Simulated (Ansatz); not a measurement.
Moving spin-orbit coupling in InP

```xyz
2
Lattice="0.0000 2.9305 2.9305 2.9305 0.0000 2.9305 2.9305 2.9305 0.0000" Properties=species:S:1:pos:R:3 pbc="T T T"
In    0.0000    0.0000    0.0000
P     4.3957    4.3957    4.3957
```

Kept alike: task band structure; functional PBEsol; k mesh 8 × 8 × 8; occupations fermi-dirac, width 0.05 eV. Program: Ansatz, Ansatz PAW, cutoff 420 eV. The mesh is that of the run's cell of 2 atoms.

```csv
spin-orbit coupling,band gap (eV)
off,0.616
on,0.588
```

Gaps are the smaller of the mesh's and the band path's. All rows use potentials made for PBE.

Problem. What does spin-orbit coupling change here?

Solution. The band gap runs from 0.588 (on) to 0.616 eV (off). Spin-orbit coupling splits p and d bands at the edges, and the more so the heavier the atoms. Measured: 1.42 eV (arxiv:cond-mat/0006134); nearest off, 0.804 eV off. Semilocal gaps fall short of quasiparticle gaps.

Spin-orbit coupling narrows the InP gap only slightly, from 0.616 to 0.588 eV, and the direction is what the band edges of a direct-gap zincblende semiconductor lead one to expect. The valence-band maximum at Γ is p-like, and the coupling raises the heavy- and light-hole states while pushing the split-off band down. The conduction-band minimum is s-like and has no first-order splitting, so the gap closes mainly from the valence side.

The small size of the effect probably reflects where the valence states sit: they are largely phosphorus 3p, and phosphorus is light, so the heavier indium contributes only through its minor share of the valence-band top. In the arsenide and antimonide the heavier anion makes the splitting much larger.

That the gap without coupling lies closer to experiment is no argument for leaving the coupling out, since it removes a real interaction and merely offsets a little of a much larger error. The gap change alone doesn't establish the full split-off energy, which needs the valence levels at Γ.
